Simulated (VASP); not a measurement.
Set up this calculation in VASP 6.6.1, as the native input.

| Item | Value |
| --- | --- |
| Task | relaxation of cell and atoms |
| Functional | PBEsol |
| Potentials or basis | VASP PAW PBE potentials, release 64 (Zr_sv) |
| Cutoff | 600 eV |
| k mesh | 15 × 15 × 7 |
| Occupations | methfessel-paxton, width 0.1 eV |
| Spin | no spin polarisation |
| Further INCAR settings | ALGO = Normal; EDIFF = 1e-06; IBRION = 2; EDIFFG = -0.01; NSW = 90; ISIF = 3 |

The structure of Zr lies in POSCAR:

```
Zr
1.0
    3.2320000000      0.0000000000      0.0000000000
   -1.6160000000      2.7989941050      0.0000000000
    0.0000000000      0.0000000000      5.1470000000
Zr
2
Direct
    0.3333333333      0.6666666667      0.2500000000
    0.6666666667      0.3333333333      0.7500000000
```

The input as run:

INCAR

```
ALGO     = Normal         # electronic algorithm
EDIFF    = 1E-6           # SCF threshold, eV
EDIFFG   = -0.01          # ionic threshold
ENCUT    = 600            # plane-wave cutoff, eV
GGA      = PS             # functional
IBRION   = 2              # ionic algorithm
ISIF     = 3              # what is computed and relaxed
ISMEAR   = 1              # smearing method
LASPH    = True           # aspherical terms in the spheres
LCHARG   = False          # write CHGCAR
LREAL    = False          # projectors in reciprocal space
LWAVE    = False          # write WAVECAR
NELM     = 80             # most SCF steps
NSW      = 90             # ionic steps
PREC     = Accurate       # precision mode
SIGMA    = 0.1            # smearing width, eV
```

KPOINTS

```
k-points
0
Gamma
  15 15 7
```

Potentials or basis: VASP PAW PBE potentials, release 64 (Zr_sv).

The run is started by

```console
$ cat potpaw_PBE.64/Zr_sv/POTCAR > POTCAR
$ mpirun -np 1 vasp_std > vasp.out
```

Results of the run:

```json
{
  "Relaxed volume": "22.47 Å³/atom",
  "Relaxed cell": "a = 3.186 Å, b = 3.186 Å, c = 5.114 Å, α = 90.00°, β = 90.00°, γ = 120.00°",
  "Space group after relaxing (to 0.05 Å)": "P6_3/mmc (No. 194)",
  "Energy gained by relaxing": "8.5 meV/atom",
  "Ionic steps": "7",
  "Pressure after relaxing": "0.1 GPa",
  "Band gap on the k mesh": "none (metal or under the smearing width)"
}
```

Caveat: the PAW data sets were made with another functional, which shifts forces and pressure a little.

It took 4.4 min on 1 thread of Intel(R) Xeon(R) Platinum 8488C (Sapphire Rapids), on a shared host, peak memory 0.23 GiB.
